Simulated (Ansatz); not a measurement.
# Ir (Fm-3m) in Ansatz: equation of state

Aim: energy against volume of Ir in PBE, for its equilibrium volume and stiffness.

Everything below comes from runs of Ansatz 0.2.0. Logs are shortened: lines on timing, memory, paths and dates and some standing lists are left out, and cuts for length are marked.

## (1) The crystal as given

It takes space group Fm-3m (No. 225, cubic). The conventional cell has a = 3.831 Å, b = 3.831 Å, c = 3.831 Å, α = 90.00°, β = 90.00°, γ = 90.00°. Around Ir (site symmetry m-3m) lie 12 Ir at 2.71 Å.

## (2) Equation of state, PBE

Potentials or basis: all-electron LAPW, scalar-relativistic.

No new run: the results of the series are fitted here.

What came out:

```
Equilibrium volume                      : 14.48 Å³/atom
Bulk modulus                            : 349 GPa
Pressure derivative of the bulk modulus : 5.0
```

Energy against volume, from the lowest point:
```tsv
volume (Å³/atom)	energy (meV/atom)
13.215	142.95
13.496	82.22
13.778	39.44
14.059	12.62
14.340	0.00
14.621	0.00
14.902	11.21
```
